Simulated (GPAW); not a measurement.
# Quasiparticle gap of PbSe (Clausthalite) in GPAW

Wanted: ground state, empty states, screening and self-energy for PbSe (Clausthalite).

Program: GPAW 26.7.0. Level of theory: PBE and many-body steps on it, plane waves. Results are calculated unless marked as measured.

This is a report of a sequence of runs, with most program output left out.

## Step 1: Starting point

The structure is cubic, space group Fm-3m (No. 225). The conventional cell has a = 6.121 Å, b = 6.121 Å, c = 6.121 Å, α = 90.00°, β = 90.00°, γ = 90.00°. Nearest to Pb lie 6 Se at 3.06 Å. Se has 6 Pb at 3.06 Å nearest. Farther neighbours and most contacts between anions are not listed.

The cell and positions come from the Crystallography Open Database and are kept as given unless a step says otherwise. Spin-orbit coupling is left out unless a step names it.

## Step 2: Ground state

This step: GPAW 26.7.0; DFT, PBE, plane waves, PAW.

The ground-state density comes first.

File run.py:

```python
import json
import numpy as np
from gpaw.mpi import world
from ase import Atoms
from gpaw import GPAW, PW, FermiDirac

atoms = Atoms(['Pb', 'Se'],
    cell=[[0.0000000000, 3.0606500000, 3.0606500000],
      [3.0606500000, 0.0000000000, 3.0606500000],
      [3.0606500000, 3.0606500000, 0.0000000000]],
    scaled_positions=[[0.0000000000, 0.0000000000, 0.0000000000],
      [0.5000000000, 0.5000000000, 0.5000000000]],
    pbc=(True, True, True))
calc = GPAW(mode=PW(450),
    xc='PBE',
    kpts={'size': (6, 6, 6), 'gamma': True},
    occupations=FermiDirac(0.001),
    nbands=-7,
    convergence={'density': 1e-6, 'bands': -3},
    maxiter=100,
    txt='gs.txt')
atoms.calc = calc
res = {'energy': atoms.get_potential_energy()}
kpts = calc.get_ibz_k_points()
res['kpts'] = kpts
res['eigenvalues'] = [calc.get_eigenvalues(kpt=k) for k in range(len(kpts))]
res['n_electrons'] = calc.get_number_of_electrons()
calc.write('gs.gpw')

if world.rank == 0:
    with open('result.json', 'w') as f:
        json.dump(res, f, default=lambda x: x.tolist())
```

The run is started by

```console
$ mpirun -n 4 gpaw python run.py
```

It took 4.8 s on 4 MPI ranks of AMD EPYC 9R14 (Zen 4), shared host; peak memory 0.66 GiB.

This step gave:

| Property | Result |
| --- | --- |
| total energy | -8.376 eV |
| gap | 0.2446 eV |
| k of the valence top | 0.5, 0.5, 0.5 |
| k of the conduction bottom | 0.5, 0.5, 0.5 |
| least direct gap | 0.2446 eV |

The gap is direct, at (0.500, 0.500, 0.500).

## Step 3: Empty states on the mesh, 4×4×4 mesh, 249 bands

The sums over transitions need many empty states on a uniform mesh; this step solves for them.

File run.py:

```python
import json
import numpy as np
from gpaw.mpi import world
from gpaw import GPAW

calc = GPAW('gs.gpw').fixed_density(kpts={'size': (4, 4, 4), 'gamma': True},
    parallel={'domain': 1, 'band': 1},
    txt='nscf.txt')
calc.diagonalize_full_hamiltonian(nbands=249)
calc.write('full.gpw', mode='all')
res = {}
kpts = calc.get_ibz_k_points()
res['kpts'] = kpts
res['eigenvalues'] = [calc.get_eigenvalues(kpt=k) for k in range(len(kpts))]
res['n_electrons'] = calc.get_number_of_electrons()

if world.rank == 0:
    with open('result.json', 'w') as f:
        json.dump(res, f, default=lambda x: x.tolist())
```

The run is started by

```console
$ mpirun -n 4 gpaw python run.py
```

It took 6.1 s on 4 MPI ranks; peak memory 0.77 GiB.

Numbers from this step:

```
gap                                                           : 0.2446 eV
k of the valence top                                          : 0.5, 0.5, 0.5
k of the conduction bottom                                    : 0.5, 0.5, 0.5
least direct gap                                              : 0.2446 eV
k points computed                                             : 8
lowest point of the top converged band, above the valence top : 134.6939 eV
```

On this mesh the gap is 0.245 eV.

## Step 4: Screening and self-energy, 4×4×4 mesh, 239 bands, screening to 150 eV

G0W0 replaces the xc potential by the self-energy, built once from these orbitals. Only a window of levels is corrected, while the sums run over the empty bands that the input names.

This step: G0W0 on PBE, plane waves, PAW.

File run.py:

```python
import json
import numpy as np
from gpaw.mpi import world
from gpaw.response.g0w0 import G0W0

gw = G0W0('full.gpw',
    filename='gw',
    kpts=[0, 7],
    bands=(8, 12),
    ecut=150,
    nbands=239,
    integrate_gamma='WS',
    ppa=True)
gw.calculate()
res = {mode: {k: v for k, v in r.items() if k != 'sigma_eskwn'}
       for mode, r in gw.all_results.items()}

if world.rank == 0:
    with open('result.json', 'w') as f:
        json.dump(res, f, default=lambda x: x.tolist())
```

The run is started by

```console
$ mpirun -n 4 gpaw python run.py
```

Wall time 74 s (4 MPI ranks); peak memory 1.4 GiB; 4.9 min of CPU time.

This step gave:

* G0W0 gap on the points computed: 0.3433 eV
* least direct G0W0 gap on the computed points: 0.3433 eV
* Z at the valence top: 0.7866
* Z at the conduction bottom: 0.8021
* starting gap on the mesh: 0.2446 eV
* k of the valence top: 0.5, 0.5, 0.5
* k of the conduction bottom: 0.5, 0.5, 0.5

The gap on the mesh goes from 0.24 eV to 0.34 eV, a correction of +0.10 eV.

Limits: finite bands, cutoff and mesh; model gap, bands may invert with spin-orbit coupling; no spin-orbit coupling; coarse k mesh. v1 is the top filled band, c1 the lowest empty one. Levels before and after the correction, in eV, zero at the valence-band top of each column:

|  | conduction bottom | valence top |
| --- | --- | --- |
| Kohn-Sham | 0.24 | 0.00 |
| G0W0 | 0.34 | 0.00 |

|  | level | energy (eV) |
| --- | --- | --- |
| Kohn-Sham | (0.5 0.5 0.5) v2 | -1.513 |
| Kohn-Sham | (0.5 0.5 0.5) v1 | 0.000 |
| Kohn-Sham | (0.5 0.5 0.5) c1 | 0.245 |
| Kohn-Sham | (0.5 0.5 0.5) c2 | 1.638 |
| G0W0 | (0.5 0.5 0.5) v2 | -1.722 |
| G0W0 | (0.5 0.5 0.5) v1 | 0.000 |
| G0W0 | (0.5 0.5 0.5) c1 | 0.343 |
| G0W0 | (0.5 0.5 0.5) c2 | 1.806 |

## Step 5: Where the time went

Times are wall times on 4 MPI ranks of AMD EPYC 9R14 (Zen 4), shared host, good to a factor of about two.

| step | time | share | memory (GiB) |
| --- | --- | --- | --- |
| ground state | 4.8 s | 6 % | 0.66 |
| empty states on the mesh | 6.1 s | 7 % | 0.77 |
| screening and self-energy | 74 s | 87 % | 1.4 |

## Step 6: Outcome

```json
{"PBE gap": "0.24 eV, direct", "G0W0 gap on the mesh": "0.34 eV", "GW settings": "4×4×4 mesh, 239 bands, screening to 150 eV, Godby-Needs plasmon pole", "known limits": "not at the basis limit; model gap, bands may invert with spin-orbit coupling; no spin-orbit coupling; coarse k mesh"}
```

What this shows: G0W0 moves the gap on the mesh from 0.24 eV to 0.34 eV (+0.10 eV), with Z of 0.79 and 0.80 at the edges. Only 2 of the mesh's irreducible points were corrected, so a valley elsewhere could overtake. The dearest step here is «screening and self-energy». Bands and cutoff are finite, so the gap is not at the basis limit. The miss can reach some tenths of an eV and take either sign; the mesh is an error of its own. These stock PAW sets were not made for GW; the filled d or f shell of Se lies in the frozen core, which bears on start and correction. In the G0W0 run levels were corrected at 2 k points alone, so a gap called «on the mesh» is the least over those, and an edge elsewhere would be missed. The 4×4×4 mesh is coarse for this cell, which bears on the long-range parts of exchange and screening. Where an edge is built on 6p states of lead, bismuth or thallium, scalar-relativistic gaps usually stand too wide, by a few tenths to over one eV. With atoms this heavy and so narrow a gap, spin-orbit coupling can invert the bands. These scalar-relativistic gaps are then model values, not to be set against experiment, and a spin-orbit change taken from DFT can't simply be added.

[Paths, hosts, dates, memory and timing lines, banners, echoed tables and standing remarks are left out of the program output.]

[Logs are printed without paths, hosts, clocks, repeated set-up lines and the standing remarks that a program may print on its own settings, such as how far it seeks lower states.]

[Runs of the session that timed out or met a known fault of the program may be left out.]

[Hosts, paths, dates, database ids (printed as entryN), source tags and the programs' standing remarks are cut or masked in the printed files.]
